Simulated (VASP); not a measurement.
# Mo (Im-3m) in VASP: further runs, part 2 of 2

VASP 6.6.1. Earlier steps stand in the parts before.

### Step 3. Band structure, PBEsol

This run uses another cell than the first one, of 15.34 Å³/atom, 0.971 times its volume.

The input, INCAR:

```
SYSTEM = Mo
PREC = Accurate
ENCUT = 520
EDIFF = 1E-6
ISMEAR = 1
SIGMA = 0.1
LREAL = .False.
LASPH = .True.
NELM = 80
ALGO = Fast
ISIF = 2
LWAVE = .False.
LCHARG = .False.
LMAXMIX = 4
GGA = PS
NBANDS = 13
ICORELEVEL = 1
```

The input, KPOINTS:

```
regular mesh
0
Gamma
  16 16 16
  0 0 0
```

The input, POSCAR:

```
Mo                                      
1.0
   -1.5653291281      1.5653291281      1.5653291281
    1.5653291281     -1.5653291281      1.5653291281
    1.5653291281      1.5653291281     -1.5653291281
  Mo            
     1
Direct
     0.0000000000000000    0.0000000000000000    0.0000000000000000
```

The input, KPOINTS_OPT:

```
explicit points
94
Reciprocal
 0.0000000000  0.0000000000  0.0000000000 1
 0.0357142857 -0.0357142857  0.0357142857 1
 0.0714285714 -0.0714285714  0.0714285714 1
 0.1071428571 -0.1071428571  0.1071428571 1
 0.1428571429 -0.1428571429  0.1428571429 1
 0.1785714286 -0.1785714286  0.1785714286 1
 0.2142857143 -0.2142857143  0.2142857143 1
 0.2500000000 -0.2500000000  0.2500000000 1
 0.2857142857 -0.2857142857  0.2857142857 1
 0.3214285714 -0.3214285714  0.3214285714 1
 0.3571428571 -0.3571428571  0.3571428571 1
 0.3928571429 -0.3928571429  0.3928571429 1
 0.4285714286 -0.4285714286  0.4285714286 1
 0.4642857143 -0.4642857143  0.4642857143 1
 0.5000000000 -0.5000000000  0.5000000000 1
 0.5000000000 -0.5000000000  0.5000000000 1
 0.4642857143 -0.4642857143  0.5000000000 1
 0.4285714286 -0.4285714286  0.5000000000 1
 0.3928571429 -0.3928571429  0.5000000000 1
 0.3571428571 -0.3571428571  0.5000000000 1
 0.3214285714 -0.3214285714  0.5000000000 1
 0.2857142857 -0.2857142857  0.5000000000 1
 0.2500000000 -0.2500000000  0.5000000000 1
 0.2142857143 -0.2142857143  0.5000000000 1
 0.1785714286 -0.1785714286  0.5000000000 1
 0.1428571429 -0.1428571429  0.5000000000 1
 0.1071428571 -0.1071428571  0.5000000000 1
 0.0714285714 -0.0714285714  0.5000000000 1
 0.0357142857 -0.0357142857  0.5000000000 1
 0.0000000000  0.0000000000  0.5000000000 1
 0.0000000000  0.0000000000  0.5000000000 1
 0.0000000000  0.0000000000  0.4642857143 1
 0.0000000000  0.0000000000  0.4285714286 1
 0.0000000000  0.0000000000  0.3928571429 1
 0.0000000000  0.0000000000  0.3571428571 1
 0.0000000000  0.0000000000  0.3214285714 1
 0.0000000000  0.0000000000  0.2857142857 1
 0.0000000000  0.0000000000  0.2500000000 1
 0.0000000000  0.0000000000  0.2142857143 1
 0.0000000000  0.0000000000  0.1785714286 1
 0.0000000000  0.0000000000  0.1428571429 1
 0.0000000000  0.0000000000  0.1071428571 1
 0.0000000000  0.0000000000  0.0714285714 1
 0.0000000000  0.0000000000  0.0357142857 1
 0.0000000000  0.0000000000  0.0000000000 1
 0.0000000000  0.0000000000  0.0000000000 1
 0.0178571429  0.0178571429  0.0178571429 1
 0.0357142857  0.0357142857  0.0357142857 1
 0.0535714286  0.0535714286  0.0535714286 1
 0.0714285714  0.0714285714  0.0714285714 1
 0.0892857143  0.0892857143  0.0892857143 1
 0.1071428571  0.1071428571  0.1071428571 1
 0.1250000000  0.1250000000  0.1250000000 1
 0.1428571429  0.1428571429  0.1428571429 1
 0.1607142857  0.1607142857  0.1607142857 1
 0.1785714286  0.1785714286  0.1785714286 1
 0.1964285714  0.1964285714  0.1964285714 1
 0.2142857143  0.2142857143  0.2142857143 1
 0.2321428571  0.2321428571  0.2321428571 1
 0.2500000000  0.2500000000  0.2500000000 1
 0.2500000000  0.2500000000  0.2500000000 1
 0.2678571429  0.1964285714  0.2678571429 1
 0.2857142857  0.1428571429  0.2857142857 1
 0.3035714286  0.0892857143  0.3035714286 1
 0.3214285714  0.0357142857  0.3214285714 1
 0.3392857143 -0.0178571429  0.3392857143 1
 0.3571428571 -0.0714285714  0.3571428571 1
 0.3750000000 -0.1250000000  0.3750000000 1
 0.3928571429 -0.1785714286  0.3928571429 1
 0.4107142857 -0.2321428571  0.4107142857 1
 0.4285714286 -0.2857142857  0.4285714286 1
 0.4464285714 -0.3392857143  0.4464285714 1
 0.4642857143 -0.3928571429  0.4642857143 1
 0.4821428571 -0.4464285714  0.4821428571 1
 0.5000000000 -0.5000000000  0.5000000000 1
 0.2500000000  0.2500000000  0.2500000000 1
 0.2321428571  0.2321428571  0.2678571429 1
 0.2142857143  0.2142857143  0.2857142857 1
 0.1964285714  0.1964285714  0.3035714286 1
 0.1785714286  0.1785714286  0.3214285714 1
 0.1607142857  0.1607142857  0.3392857143 1
 0.1428571429  0.1428571429  0.3571428571 1
 0.1250000000  0.1250000000  0.3750000000 1
 0.1071428571  0.1071428571  0.3928571429 1
 0.0892857143  0.0892857143  0.4107142857 1
 0.0714285714  0.0714285714  0.4285714286 1
 0.0535714286  0.0535714286  0.4464285714 1
 0.0357142857  0.0357142857  0.4642857143 1
 0.0178571429  0.0178571429  0.4821428571 1
 0.0000000000  0.0000000000  0.5000000000 1
 0.0000000000  0.0000000000  0.0000000000 1
 0.5000000000 -0.5000000000  0.5000000000 1
 0.2500000000  0.2500000000  0.2500000000 1
 0.0000000000  0.0000000000  0.5000000000 1
```

Potentials or basis: VASP PAW PBE potentials, release 64 (Mo_sv).

On the command line:

```sh
$ cat potpaw_PBE.64/Mo_sv/POTCAR > POTCAR
$ mpirun -np 1 vasp_std > vasp.out
```

Wall time 16 s (1 thread of Intel Xeon 6975P-C (Granite Rapids), shared host); peak memory 0.16 GiB.

Results (log left out):

* Free energy: -11.7832 eV
* Pressure: 0.1 GPa
* Band gap along the path: none (metal or under the smearing width)

Levels at the corners of the path, in eV from the Fermi level:
| point | band 3 | band 4 | band 5 | band 6 | band 7 | band 8 | band 9 | band 10 | band 11 | band 12 |
| --- | --- | --- | --- | --- | --- | --- | --- | --- | --- | --- |
| Γ | -34.44 | -34.44 | -7.36 | -1.41 | -1.41 | -1.41 | 1.67 | 1.67 | 14.82 | 14.82 |
| H | -35.47 | -35.47 | -5.62 | -5.62 | 4.11 | 4.11 | 4.11 | 9.16 | 9.16 | 9.16 |
| H | -35.47 | -35.47 | -5.62 | -5.62 | 4.11 | 4.11 | 4.11 | 9.16 | 9.16 | 9.16 |
| N | -34.92 | -34.46 | -5.48 | -3.51 | 1.67 | 1.72 | 2.37 | 4.91 | 11.92 | 11.96 |
| N | -34.92 | -34.46 | -5.48 | -3.51 | 1.67 | 1.72 | 2.37 | 4.91 | 11.92 | 11.96 |
| Γ | -34.44 | -34.44 | -7.36 | -1.41 | -1.41 | -1.41 | 1.67 | 1.67 | 14.82 | 14.82 |
| Γ | -34.44 | -34.44 | -7.36 | -1.41 | -1.41 | -1.41 | 1.67 | 1.67 | 14.82 | 14.82 |
| P | -35.20 | -35.20 | -2.68 | -2.68 | -2.68 | 2.50 | 2.50 | 9.71 | 11.76 | 11.76 |
| P | -35.20 | -35.20 | -2.68 | -2.68 | -2.68 | 2.50 | 2.50 | 9.71 | 11.76 | 11.76 |
| H | -35.47 | -35.47 | -5.62 | -5.62 | 4.11 | 4.11 | 4.11 | 9.16 | 9.16 | 9.16 |
| P | -35.20 | -35.20 | -2.68 | -2.68 | -2.68 | 2.50 | 2.50 | 9.71 | 11.76 | 11.76 |
| N | -34.92 | -34.46 | -5.48 | -3.51 | 1.67 | 1.72 | 2.37 | 4.91 | 11.92 | 11.96 |

Core levels (eV, on the scale of the bands):
```
atom                                                                levels
1 Mo  1s -19803.2, 2s -2783.4, 2p -2486.4, 3s -460.6, 3p -363.3, 3d -205.1
```

Caveat: the PAW data sets were made with another functional, which shifts forces and pressure a little.

### Step 4. Band structure, rev-vdW-DF2

This run uses another cell than the first one, of 15.59 Å³/atom, 0.987 times its volume.

The input, INCAR:

```
SYSTEM = Mo
PREC = Accurate ; ENCUT = 520
EDIFF = 1E-6 ; ISMEAR = 1
SIGMA = 0.1 ; LREAL = .False.
LASPH = .True. ; NELM = 80
ALGO = Fast ; ISIF = 2
LWAVE = .False. ; LCHARG = .False.
LMAXMIX = 4 ; GGA = MK
LUSE_VDW = .True. ; AGGAC = 0.0
PARAM1 = 0.1234 ; PARAM2 = 0.711357
ZAB_VDW = -1.8867 ; NBANDS = 13
ICORELEVEL = 1
```

KPOINTS is that of step 3.

The input, POSCAR:

```
Mo                                      
1.0
   -1.5738040457      1.5738040457      1.5738040457
    1.5738040457     -1.5738040457      1.5738040457
    1.5738040457      1.5738040457     -1.5738040457
  Mo            
     1
Direct
     0.0000000000000000    0.0000000000000000    0.0000000000000000
```

The input, KPOINTS_OPT:

```
explicit points
64
Reciprocal
 0.0000000000  0.0000000000  0.0000000000 1
 0.0555555556 -0.0555555556  0.0555555556 1
 0.1111111111 -0.1111111111  0.1111111111 1
 0.1666666667 -0.1666666667  0.1666666667 1
 0.2222222222 -0.2222222222  0.2222222222 1
 0.2777777778 -0.2777777778  0.2777777778 1
 0.3333333333 -0.3333333333  0.3333333333 1
 0.3888888889 -0.3888888889  0.3888888889 1
 0.4444444444 -0.4444444444  0.4444444444 1
 0.5000000000 -0.5000000000  0.5000000000 1
 0.5000000000 -0.5000000000  0.5000000000 1
 0.4444444444 -0.4444444444  0.5000000000 1
 0.3888888889 -0.3888888889  0.5000000000 1
 0.3333333333 -0.3333333333  0.5000000000 1
 0.2777777778 -0.2777777778  0.5000000000 1
 0.2222222222 -0.2222222222  0.5000000000 1
 0.1666666667 -0.1666666667  0.5000000000 1
 0.1111111111 -0.1111111111  0.5000000000 1
 0.0555555556 -0.0555555556  0.5000000000 1
 0.0000000000  0.0000000000  0.5000000000 1
 0.0000000000  0.0000000000  0.5000000000 1
 0.0000000000  0.0000000000  0.4444444444 1
 0.0000000000  0.0000000000  0.3888888889 1
 0.0000000000  0.0000000000  0.3333333333 1
 0.0000000000  0.0000000000  0.2777777778 1
 0.0000000000  0.0000000000  0.2222222222 1
 0.0000000000  0.0000000000  0.1666666667 1
 0.0000000000  0.0000000000  0.1111111111 1
 0.0000000000  0.0000000000  0.0555555556 1
 0.0000000000  0.0000000000  0.0000000000 1
 0.0000000000  0.0000000000  0.0000000000 1
 0.0277777778  0.0277777778  0.0277777778 1
 0.0555555556  0.0555555556  0.0555555556 1
 0.0833333333  0.0833333333  0.0833333333 1
 0.1111111111  0.1111111111  0.1111111111 1
 0.1388888889  0.1388888889  0.1388888889 1
 0.1666666667  0.1666666667  0.1666666667 1
 0.1944444444  0.1944444444  0.1944444444 1
 0.2222222222  0.2222222222  0.2222222222 1
 0.2500000000  0.2500000000  0.2500000000 1
 0.2500000000  0.2500000000  0.2500000000 1
 0.2777777778  0.1666666667  0.2777777778 1
 0.3055555556  0.0833333333  0.3055555556 1
 0.3333333333  0.0000000000  0.3333333333 1
 0.3611111111 -0.0833333333  0.3611111111 1
 0.3888888889 -0.1666666667  0.3888888889 1
 0.4166666667 -0.2500000000  0.4166666667 1
 0.4444444444 -0.3333333333  0.4444444444 1
 0.4722222222 -0.4166666667  0.4722222222 1
 0.5000000000 -0.5000000000  0.5000000000 1
 0.2500000000  0.2500000000  0.2500000000 1
 0.2222222222  0.2222222222  0.2777777778 1
 0.1944444444  0.1944444444  0.3055555556 1
 0.1666666667  0.1666666667  0.3333333333 1
 0.1388888889  0.1388888889  0.3611111111 1
 0.1111111111  0.1111111111  0.3888888889 1
 0.0833333333  0.0833333333  0.4166666667 1
 0.0555555556  0.0555555556  0.4444444444 1
 0.0277777778  0.0277777778  0.4722222222 1
 0.0000000000  0.0000000000  0.5000000000 1
 0.0000000000  0.0000000000  0.0000000000 1
 0.5000000000 -0.5000000000  0.5000000000 1
 0.2500000000  0.2500000000  0.2500000000 1
 0.0000000000  0.0000000000  0.5000000000 1
```

On the command line:

```sh
$ cat potpaw_PBE.64/Mo_sv/POTCAR > POTCAR
$ mpirun -np 1 vasp_std > vasp.out
```

Wall time 22 s (1 thread of Intel Xeon Platinum 8488C (Sapphire Rapids), shared host); peak memory 0.24 GiB.

It converged, with:

* Free energy: -8.3970 eV
* Pressure: 0.1 GPa
* Band gap along the path: none (metal or under the smearing width)

Levels at the corners of the path, in eV from the Fermi level:
```csv
point,band 5,band 6,band 7,band 8,band 9,band 10
Γ,-7.23,-1.39,-1.39,-1.39,1.65,1.65
H,-5.46,-5.46,3.98,3.98,3.98,9.10
H,-5.46,-5.46,3.98,3.98,3.98,9.10
N,-5.34,-3.43,1.68,1.68,2.31,4.75
N,-5.34,-3.43,1.68,1.68,2.31,4.75
Γ,-7.23,-1.39,-1.39,-1.39,1.65,1.65
Γ,-7.23,-1.39,-1.39,-1.39,1.65,1.65
P,-2.62,-2.62,-2.62,2.43,2.43,9.57
P,-2.62,-2.62,-2.62,2.43,2.43,9.57
H,-5.46,-5.46,3.98,3.98,3.98,9.10
P,-2.62,-2.62,-2.62,2.43,2.43,9.57
N,-5.34,-3.43,1.68,1.68,2.31,4.75
```

Core levels (eV, on the scale of the bands):
```tsv
atom	levels
1 Mo	1s -19803.1, 2s -2783.2, 2p -2486.2, 3s -460.5, 3p -363.2, 3d -205.0
```

Caveat: the PAW data sets were made with another functional, which shifts forces and pressure a little.

### Step 5. Summary

```tsv
level	cell	pressure (GPa)
PBE	Im-3m, 15.8 Å³/atom	0.1
PBEsol	Im-3m, 15.34 Å³/atom	0.1
rev-vdW-DF2	Im-3m, 15.59 Å³/atom	0.1
```

Alike in all rows: task band structure; potentials or basis VASP PAW PBE potentials, release 64 (Mo_sv); no spin polarisation; k mesh 16 × 16 × 16; cutoff (eV) 520; smearing methfessel-paxton 0.1 eV.

Caveats: the PAW data sets were made with another functional, which shifts forces and pressure a little (some runs).

Total energies depend on the potentials used, so only differences within one code and one set of settings carry meaning.
